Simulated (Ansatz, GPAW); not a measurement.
# butadiene-1,4-dithiol between two Pt chains: relaxation, then transmission at several levels, part 2 of 4

Wanted: T(E) of butadiene-1,4-dithiol between two Pt chains at a relaxed geometry in two programs, beside the unrelaxed structure.

GPAW 26.7.0 and Ansatz 0.2.0; Ansatz plane waves; relaxation of the junction with the lead ends held; PAW set soft_1 (the session's first sound run).

So far. Step 2 (Relaxing the atoms): The relaxation lowered the energy of the cell by 2.36 eV.

**3. Plane-wave reference (PBE)**

Plane waves give the reference curve, free of the bias of atom-centred orbitals.

This step: Ansatz plane waves; Landauer transmission by layers, zero bias; PAW set soft_1 (Ansatz 0.2.0).

Contents of input.yaml:

```yaml
crystal:
  lattice:
    - [11.0409645422, 0.0, 0.0]
    - [0.0, 9.0, 0.0]
    - [0.0, 0.0, 44.5275581132]
  atoms:
    - { symbol: Pt, position: [0.5, 0.5, 0.0269496027] }
    - { symbol: Pt, position: [0.5, 0.5, 0.0808488081] }
    - { symbol: Pt, position: [0.5, 0.5, 0.1347480135] }
    - { symbol: Pt, position: [0.5, 0.5, 0.1886472188] }
    - { symbol: Pt, position: [0.5, 0.5, 0.2425464242] }
    - { symbol: Pt, position: [0.5, 0.5, 0.2964456296] }
    - { symbol: Pt, position: [0.3872221761, 0.4885854149, 0.3419697828] }
    - { symbol: Pt, position: [0.4482616343, 0.496073636, 0.3944659671] }
    - { symbol: S, position: [0.3339555454, 0.4934819459, 0.4339717875] }
    - { symbol: H, position: [0.5762296762, 0.4973596826, 0.4704816753] }
    - { symbol: C, position: [0.3811857017, 0.4944856088, 0.4701691841] }
    - { symbol: C, position: [0.4945189402, 0.4963313731, 0.4843803578] }
    - { symbol: H, position: [0.3014337097, 0.493042236, 0.4848744609] }
    - { symbol: H, position: [0.6998208616, 0.4981979476, 0.5152428087] }
    - { symbol: C, position: [0.506698786, 0.4967038632, 0.5156950951] }
    - { symbol: C, position: [0.619996932, 0.4978095042, 0.5299253388] }
    - { symbol: H, position: [0.4249694697, 0.4959650557, 0.529587632] }
    - { symbol: S, position: [0.6670764114, 0.4984635999, 0.5661346233] }
    - { symbol: Pt, position: [0.5524622057, 0.4981888224, 0.6055929179] }
    - { symbol: Pt, position: [0.6135738407, 0.4940902064, 0.6580969137] }
    - { symbol: Pt, position: [0.5, 0.5, 0.7035543704] }
    - { symbol: Pt, position: [0.5, 0.5, 0.7574535758] }
    - { symbol: Pt, position: [0.5, 0.5, 0.8113527812] }
    - { symbol: Pt, position: [0.5, 0.5, 0.8652519865] }
    - { symbol: Pt, position: [0.5, 0.5, 0.9191511919] }
    - { symbol: Pt, position: [0.5, 0.5, 0.9730503973] }
kpoints:
  mp_grid: { grid: [1, 1, 2] }
hamiltonian:
  xc: pbe
  pseudopotentials: { kind: paw, azcp: { folder: soft_1 } }
scf:
  occupations: { method: fermi_dirac, width: 0.1 }
output:
  transmission:
    leads: [[0, 1]]
    e_range: [-2, 2]
    de: 0.025
    kmesh: [1, 1]
    reduced_basis: true
  write_potential: true
  write_density: true
  volumetric_format: npy
  elf: true
```

Launch:

```bash
$ ansatz run input.yaml --threads 4 --pin off --max-ram 8192MiB --backend cpu --events-out ev --progress --plain --runs-dir out
```

Numbers of over 12 decimals in the logs are rounded to 6 here.

The log of the run:

```text
[...]
Crystal: 26 atoms, lattice volume = 4424.645 Å³
Basis set: ecut = 420 eV, 86451 PW (Γ)
Bands: 192, of which v1, the nominal top of the filled ones, is band 160 counted from 1 (159 counted from 0)
Symmetry: 1 space group operations
[...]
k-points: 2
[...]
SCF iter   1: F=—  HF=-203237.738516 eV  |F-HF|=—  |Δ(HF+E_count)|=         —  Δρ=2.96e-2  dr2=6.16e1  ethr=3.10e-3  ⟨swp⟩=7.0  Hψ=1771  notcnv=0  defer=7
[...]
SCF iter  13: F=-203226.297798 eV  HF=-203226.297798 eV  |F-HF|=6.64e-9  |Δ(HF+E_count)|=   1.42e-7  Δρ=5.29e-7  dr2=2.41e-8  ethr=3.13e-11  ⟨swp⟩=17.0  Hψ=1281  notcnv=0
SCF 1 converged in 13 iterations: F = -203226.297798 eV  dr2 = 2.41e-8
[...]
transmission: 8 of 74 steps passed
transmission: 15 of 74 steps passed
[...]
transmission: 74 of 74 steps passed
WARN: The input density's exchange-correlation potential varies sharply where the density is thin. Do not read a vacuum level from v_tot or v_xc, or from such a field of the output density. On a cell that repeats whose density bears no net charge and no dipole along the vacuum's axis use v_es (v_loc + v_h of the components); under efield.dipole_correction with no amplitude use v_es + v_field, which holds any external [...]
SCF converged after 13 iterations
the last check of whether an eigenvalue changes by more than its tolerance under the output density was not made (no_room)
Free energy (F): -203226.297798 eV
[...]
Internal energy: -203225.270432 eV  (E = F + TS)
E sigma→0 (E₀):  -203225.784115 eV
Entropy (-TS):   -1.027366 eV (-39.514 meV/atom)
Fermi energy:    -4.032131 eV
[...]
--- Band table (eV) ---
  k-point 0: bands = [... 156 lower, -4.2912, -4.1362, -4.1353, -4.1037, -4.0234, -3.9362, -3.8958, -3.7725, ... 28 higher]
  k-point 1: bands = [... 156 lower, -4.2760, -4.2197, -4.1358, -4.1056, -4.0233, -3.8959, -3.8871, -3.7727, ... 28 higher]
--- Transmission ---
  basis      : 871 plane waves across, 74 finite elements along
  points     : 1, standing for a mesh of 1 x 1
  filling    : by the input's occupations and mesh, since the crystals that have channels conduct as metals do. If one of these is a semiconductor, that mesh has misplaced its level
  energies   : 161 from -2.000000 to 2.000000 eV about the Fermi level, 0.025000 eV apart; the leads are filled to 0.000000 eV, and channels, transmission and decay are at 0.000000 eV
  crystal 0  : Pt1, at the sites [0, 1], period 2.4000 Å, over 28.80 Å; its Hamiltonian steps by up to 17.3 meV
    offset         : up to 0.0000 Å between an atom of the period and one for which it stands
    filled         : 3.5 meV under the level at which it is neutral
    channels       : 4.000000e0 a spin
    conductance    : 3.1189e14 S/m² at 300 K; may be off by some 0.0 % by where its bands' edges are placed, 0.0 % from the distance to neutral
  junction   : crystal 0 to crystal 0, 0.70 to 42.83 Å
    transmission   : 1.127061e-1 a spin
    conductance    : 9.7222e12 S/m² at 300 K (9.7180e12 on every other energy)
    error estimate : 0.0 % from the energy spacing and 0.0 % from band edges of the leads and from resonances (wavevectors taken as independent; lower de), 25.2 % from the steps of its leads' Hamiltonians or their offsets (lay more layers), 2.5 % from the distance to neutral
    resistance     : 9.9651e-2 Ω µm² beyond half of each lead's own
```

Elapsed: 84 min, on 4 threads of Arm Neoverse V1, shared host; peak memory 7 GiB.

Numbers from this step:

```yaml
free_energy: -203226.2978 eV
lead_level: 0 eV from the Fermi level
transmission_at_the_fermi_level_one_spin: 0.1127
open_channels_of_the_lead_at_the_fermi_level_one_spin: 4
step_of_the_potential_along_the_lead: 17.3 meV
offset_of_the_lead: 0 Å
filling_of_the_lead_less_its_bulk_value_in_size: 3.5 meV
conductance: 0.1247 G₀
```

One spin. Transmission, zone mean against energy, zero at the Fermi level:

| energy (eV) | transmission, zone mean |
| --- | --- |
| -2.000 | 0.897 |
| -1.900 | 0.941 |
| -1.800 | 0.986 |
| -1.700 | 1.03 |
| -1.650 | 1.04 |
| -1.600 | 1.03 |
| -1.500 | 0.820 |
| -1.400 | 0.166 |
| -1.300 | 0.0993 |
| -1.200 | 0.140 |
| -1.100 | 0.439 |
| -1.000 | 1.02 |
| -0.900 | 0.887 |
| -0.800 | 0.826 |
| -0.700 | 0.797 |
| -0.600 | 0.549 |
| -0.500 | 0.315 |
| -0.400 | 0.372 |
| -0.300 | 0.843 |
| -0.275 | 0.861 |
| -0.200 | 0.684 |
| -0.100 | 0.268 |
| 0.000 | 0.113 |
| 0.100 | 0.0700 |
| 0.200 | 0.0642 |
| 0.300 | 0.0978 |
| 0.400 | 0.492 |
| 0.425 | 0.925 |
| 0.500 | 0.135 |
| 0.600 | 0.0152 |
| 0.700 | 0.00343 |
| 0.800 | 8.0e-4 |
| 0.900 | 5.1e-4 |
| 1.000 | 3.7e-4 |
| 1.100 | 2.8e-4 |
| 1.200 | 2.3e-4 |
| 1.300 | 2.0e-4 |
| 1.400 | 1.7e-4 |
| 1.500 | 1.6e-4 |
| 1.600 | 1.5e-4 |
| 1.700 | 1.5e-4 |
| 1.800 | 1.5e-4 |
| 1.900 | 1.5e-4 |
| 2.000 | 1.6e-4 |

One spin. The open channels, zone mean by energy, zero at the Fermi level:

| energy (eV) | open channels, zone mean |
| --- | --- |
| -2.000 | 3 |
| -1.900 | 3 |
| -1.800 | 3 |
| -1.700 | 3 |
| -1.600 | 4 |
| -1.500 | 4 |
| -1.400 | 6 |
| -1.300 | 6 |
| -1.200 | 6 |
| -1.100 | 6 |
| -1.000 | 6 |
| -0.900 | 6 |
| -0.800 | 6 |
| -0.700 | 6 |
| -0.600 | 6 |
| -0.500 | 6 |
| -0.400 | 4 |
| -0.300 | 4 |
| -0.200 | 4 |
| -0.100 | 4 |
| 0.000 | 4 |
| 0.100 | 4 |
| 0.200 | 4 |
| 0.300 | 3 |
| 0.400 | 3 |
| 0.500 | 3 |
| 0.600 | 3 |
| 0.700 | 3 |
| 0.800 | 1 |
| 0.900 | 1 |
| 1.000 | 1 |
| 1.100 | 1 |
| 1.200 | 1 |
| 1.300 | 1 |
| 1.400 | 1 |
| 1.500 | 1 |
| 1.600 | 1 |
| 1.700 | 1 |
| 1.800 | 1 |
| 1.900 | 1 |
| 2.000 | 1 |

Crystal 0, spin -, k parallel (0, 0); distinct values, listed up to 1.5 1/Å. The Im kz of the slowest decaying states by energy, zero at the Fermi level:

| energy (eV) | decay 1 (Å⁻¹) | decay 2 (Å⁻¹) | decay 3 (Å⁻¹) | decay 4 (Å⁻¹) |
| --- | --- | --- | --- | --- |
| -2.000 | 0.384 | 0.613 | 0.614 | 1.38 |
| -1.800 | 0.271 | 0.503 | 0.503 | 1.36 |
| -1.600 | 0.346 | 0.346 | 1.34 | 1.36 |
| -1.400 | 1.32 | 1.34 | 1.38 | 1.47 |
| -1.200 | 1.30 | 1.32 | 1.36 | 1.45 |
| -1.000 | 1.28 | 1.30 | 1.34 | 1.43 |
| -0.800 | 1.26 | 1.28 | 1.32 | 1.41 |
| -0.600 | 1.24 | 1.26 | 1.30 | 1.39 |
| -0.400 | 0.101 | 0.102 | 1.22 | 1.24 |
| -0.200 | 0.351 | 0.351 | 1.20 | 1.22 |
| 0.000 | 0.470 | 0.470 | 1.18 | 1.20 |
| 0.200 | 0.555 | 1.15 | 1.18 | 1.21 |
| 0.400 | 0.142 | 0.620 | 1.13 | 1.16 |
| 0.600 | 0.242 | 0.674 | 1.11 | 1.14 |
| 0.800 | 0.00196 | 0.0254 | 0.309 | 0.719 |
| 1.000 | 0.113 | 0.116 | 0.360 | 0.758 |
| 1.200 | 0.155 | 0.156 | 0.403 | 0.791 |
| 1.400 | 0.182 | 0.184 | 0.438 | 0.821 |
| 1.600 | 0.201 | 0.203 | 0.469 | 0.847 |
| 1.800 | 0.215 | 0.216 | 0.496 | 0.871 |
| 2.000 | 0.223 | 0.224 | 0.520 | 0.892 |

Crystal 0, spin -, k parallel (0, 0). The Re kz of states that move upwards by energy, zero at the Fermi level:

| energy (eV) | channel 1 (Å⁻¹) | channel 2 (Å⁻¹) | channel 3 (Å⁻¹) | channel 4 (Å⁻¹) | channel 5 (Å⁻¹) | channel 6 (Å⁻¹) |
| --- | --- | --- | --- | --- | --- | --- |
| -2.000 | -0.642 | -0.640 | 0.727 | - | - | - |
| -1.800 | -0.602 | -0.600 | 0.747 | - | - | - |
| -1.600 | -0.563 | -0.562 | 0.0463 | 0.768 | - | - |
| -1.400 | -0.526 | -0.524 | 0.162 | 0.162 | 0.281 | 0.790 |
| -1.200 | -0.488 | -0.487 | 0.396 | 0.435 | 0.435 | 0.814 |
| -1.000 | -0.452 | -0.450 | 0.485 | 0.614 | 0.614 | 0.839 |
| -0.800 | -0.415 | -0.414 | 0.560 | 0.779 | 0.779 | 0.868 |
| -0.600 | -0.379 | -0.377 | 0.624 | 0.903 | 0.960 | 0.960 |
| -0.400 | -0.341 | -0.340 | 0.679 | 0.944 | - | - |
| -0.200 | -0.304 | -0.302 | 0.726 | 0.997 | - | - |
| 0.000 | -0.264 | -0.263 | 0.766 | 1.07 | - | - |
| 0.200 | -0.223 | -0.221 | 0.799 | 1.17 | - | - |
| 0.400 | -0.177 | -0.174 | 0.827 | - | - | - |
| 0.600 | -0.121 | -0.118 | 0.852 | - | - | - |
| 0.800 | 0.874 | - | - | - | - | - |
| 1.000 | 0.895 | - | - | - | - | - |
| 1.200 | 0.914 | - | - | - | - | - |
| 1.400 | 0.933 | - | - | - | - | - |
| 1.600 | 0.951 | - | - | - | - | - |
| 1.800 | 0.968 | - | - | - | - | - |
| 2.000 | 0.985 | - | - | - | - | - |

The electrostatic potential energy of an electron (with the applied field's), less the Fermi level, planar mean oscillates, so the rows of the table below give means over windows of 2.23 Å about each position, cut where the curve ends. Its first 14 maxima inside the range that stand out by 2 % of the span (Å: eV): 2.4: 5.79, 4.7: 5.78, 7.1: 5.75, 9.6: 5.71, 12.0: 5.64, 14.2: 5.20, 16.3: 5.28, 18.6: 4.66, 20.2: 4.56, 22.3: 4.37, 24.3: 4.56, 26.0: 4.65, 28.2: 5.28, 30.3: 5.20. Its first 14 minima: 1.2: 4.24, 3.6: 4.24, 5.9: 4.23, 8.5: 4.18, 10.8: 4.14, 13.2: 4.00, 15.3: 3.89, 17.7: 3.66, 19.4: 4.00, 21.2: 3.42, 23.3: 3.42, 25.1: 4.00, 26.9: 3.66, 29.2: 3.89.

The electrostatic potential energy of an electron (with the applied field's), less the Fermi level, planar mean by z; means over each step:

| z (Å) | electrostatic potential energy of an electron (with the applied field's), less the Fermi level, planar mean (eV) |
| --- | --- |
| 1.11 | 4.96 |
| 3.34 | 4.97 |
| 5.57 | 4.97 |
| 7.80 | 4.97 |
| 10.03 | 4.96 |
| 12.26 | 4.89 |
| 14.49 | 4.47 |
| 16.72 | 4.51 |
| 18.95 | 4.24 |
| 21.18 | 3.91 |
| 23.41 | 3.91 |
| 25.64 | 4.21 |
| 27.87 | 4.53 |
| 30.10 | 4.47 |
| 32.33 | 4.90 |
| 34.56 | 4.97 |
| 36.79 | 4.98 |
| 39.02 | 4.99 |
| 41.25 | 4.98 |
| 43.48 | 4.87 |

The valence density, planar mean oscillates, so the rows of the table below give means over windows of 2.37 Å about each position, cut where the curve ends. Its first 14 maxima inside the range that stand out by 2 % of the span (Å: e/Å³): 1.2: 0.161, 3.6: 0.160, 5.9: 0.159, 8.5: 0.159, 10.8: 0.161, 13.2: 0.161, 15.3: 0.159, 17.5: 0.161, 19.0: 0.0395, 21.2: 0.0704, 23.3: 0.0705, 25.5: 0.0395, 27.0: 0.161, 29.2: 0.159. Its first 14 minima: 2.4: 0.0183, 4.7: 0.0185, 7.3: 0.0187, 9.6: 0.0184, 12.0: 0.0186, 14.2: 0.0293, 16.5: 0.0194, 18.6: 0.0347, 20.2: 0.0287, 22.3: 0.0316, 24.3: 0.0287, 26.0: 0.0348, 28.2: 0.0194, 30.3: 0.0295.

Valence density, planar mean against z; means over each step:

| z (Å) | valence density, planar mean (e/Å³) |
| --- | --- |
| 1.19 | 0.0762 |
| 3.56 | 0.0762 |
| 5.93 | 0.0762 |
| 8.29 | 0.0762 |
| 10.67 | 0.0763 |
| 13.04 | 0.0777 |
| 15.41 | 0.0782 |
| 17.77 | 0.0817 |
| 20.14 | 0.0419 |
| 22.52 | 0.0512 |
| 24.89 | 0.0361 |
| 27.25 | 0.0785 |
| 29.62 | 0.0836 |
| 32.00 | 0.0760 |
| 34.37 | 0.0756 |
| 36.74 | 0.0756 |
| 39.11 | 0.0757 |
| 41.48 | 0.0758 |
| 43.85 | 0.0950 |

Valence density in the ca plane at fractional y = 0.489, with atoms of Pt and S and H and C within 0.2 Å of it. It is the smooth field of the valence electrons, not physical close to the nuclei.

Ten steps, logarithmic in the rise over the least value, from '0' (0 e/Å³) to '9' (11 e/Å³), each cell a mean:
```
00000000000000000000000000000000000000000000
00000000000000000000000000000000000000000000
00000000000000000000000000000000000000000000
00000000000000000000000000000000000000000000
00000000000000000000000000000000000000001110
00000000000000000000000000000000001110123321
00000000000000000000000000000000024432345543
00000000000000000000000000000000135654454444
11110011110000000000000000001111124566554454
44322234432000000001100000013542224565444445
78753468863110000123321000014655445654322235
99974589985322212357753100013566666653100124
99864579985455543589985211123566555653100012
66642356654589864589985433335665334564100000
23211122333699974467765554556654211332100000
00000000112589863233334534555665210000000000
00000000001345531111123444443455310000000000
00000000000112110000012444321233100000000000
00000000000000000000001122100000000000000000
00000000000000000000000000000000000000000000
00000000000000000000000000000000000000000000
00000000000000000000000000000000000000000000
00000000000000000000000000000000000000000000
00000000000000000000000000000000000000000000
```
Columns run along c (16.0 Å, from fractional 0.23 to 0.59 of the cell), rows up along a (11.0 Å). Atoms in or near the plane, at fractional coordinates: Pt at (0.24, 0.50), Pt at (0.30, 0.50), Pt at (0.34, 0.39), Pt at (0.39, 0.45), S at (0.43, 0.33), H at (0.47, 0.58), C at (0.47, 0.38), C at (0.48, 0.49), H at (0.48, 0.30), H at (0.52, 0.70), C at (0.52, 0.51), C at (0.53, 0.62), H at (0.53, 0.42), S at (0.57, 0.67).

ELF in the ca plane at fractional y = 0.489, with atoms of Pt and S and H and C within 0.2 Å of it. It is the smooth field of the valence electrons, not physical close to the nuclei.

Ten even steps from '0' (0.00 × 1e-1) to '9' (9.97 × 1e-1), each cell a mean:
```
00000000000000000000000000000000000000000000
00000000000000000000000000000000000000000000
00000000000000000000001232100000000000000000
00000000000000001100002566410000000000000000
00000000000000036741004788620000001111000000
00000000000000059996115899840000012221100000
00000000000100049999425788841111112332110000
00000000002652017999666312652333124544211111
01111100006998301674278525743443235555322222
11232110007999821365367667535554335555333333
11343210004999855578742344345654234554334553
12454321000476258414520012245553243333245654
24555523211366348658972001124442123322245554
34555436645568743489996000123331111111234532
33454367568612630169997000012221000001233321
23333472038747984016884000001110000000122211
12222475456469999200231000000000000000011100
00001489986138999500000000000000000000000000
00000379985003898400000000000000000000000000
00000257873000244200000000000000000000000000
00000024541000000000000000000000000000000000
00000001210000000000000000000000000000000000
00000000000000000000000000000000000000000000
00000000000000000000000000000000000000000000
```
Columns run along c (16.0 Å, from fractional 0.37 to 0.73 of the cell), rows up along a (11.0 Å). Atoms in or near the plane, at fractional coordinates: Pt at (0.39, 0.45), S at (0.43, 0.33), H at (0.47, 0.58), C at (0.47, 0.38), C at (0.48, 0.49), H at (0.48, 0.30), H at (0.52, 0.70), C at (0.52, 0.51), C at (0.53, 0.62), H at (0.53, 0.42), S at (0.57, 0.67), Pt at (0.61, 0.55), Pt at (0.66, 0.61), Pt at (0.70, 0.50).

Electrostatic potential energy in the ca plane at fractional y = 0.489, with atoms of Pt and S and H and C within 0.2 Å of it. With pseudopotentials it is smooth inside the atoms' cores, unlike the true potential.

Values in eV, 13 rows by 16 columns, each cell a mean:
```
  1   1   1   1   1   1   1   1   1   1   2   2   2   2   2   2
  1   1   1   1   1   1   1   1   1   1   1   2   2   2   2   2
  1   1   1   0   0   0   0   0   1   1   1   1   1   2   2   2
  1   1   0   0  -8 -14 -13 -30  -4   1  -2  -9  -1   2   2   2
  1   1  -2  -3  -5 -42 -32 -42 -17 -14 -22 -58 -16   0   1   0
 -2   0  -9 -24 -14 -35 -11 -10 -44 -54 -21 -51 -22 -36  -9 -29
-25  -1  -4 -48 -38 -37  -2  -1 -25 -34  -3  -3 -24 -61 -25 -56
-32 -19 -24 -34  -6 -21  -4   0  -1  -1   1   1  -5 -23  -6 -18
-19 -44 -28 -32  -3  -1   0   1   1   1   2   2   1   0   1   1
 -5 -20  -5 -11  -3   0   1   1   1   1   2   2   2   2   2   2
  1   1   0   0   0   1   1   1   1   1   2   2   2   2   2   2
  1   1   1   1   1   1   1   1   1   1   2   2   2   2   2   2
  1   1   1   1   1   1   1   1   1   1   2   2   2   2   2   2
```
Columns run along c (16.0 Å, from fractional 0.41 to 0.77 of the cell; values clipped at the 3rd and 97th percentile), rows up along a (11.0 Å). Atoms in or near the plane, at fractional coordinates: S at (0.43, 0.33), H at (0.47, 0.58), C at (0.47, 0.38), C at (0.48, 0.49), H at (0.48, 0.30), H at (0.52, 0.70), C at (0.52, 0.51), C at (0.53, 0.62), H at (0.53, 0.42), S at (0.57, 0.67), Pt at (0.61, 0.55), Pt at (0.66, 0.61), Pt at (0.70, 0.50), Pt at (0.76, 0.50).

The largest of the program's own error estimates on the conductance is 25 %. T at the Fermi level is 0.113 of 4 open channels a spin, without spin-orbit coupling, which is large for these atoms.

[end of part 2 of 4]

[Logs are printed without paths, hosts, clocks, repeated set-up lines and the standing remarks that a program may print on its own settings, such as how far it seeks lower states.]

[Hosts, paths, dates, database ids (printed as entryN), source tags and the programs' standing remarks are cut or masked in the printed files.]
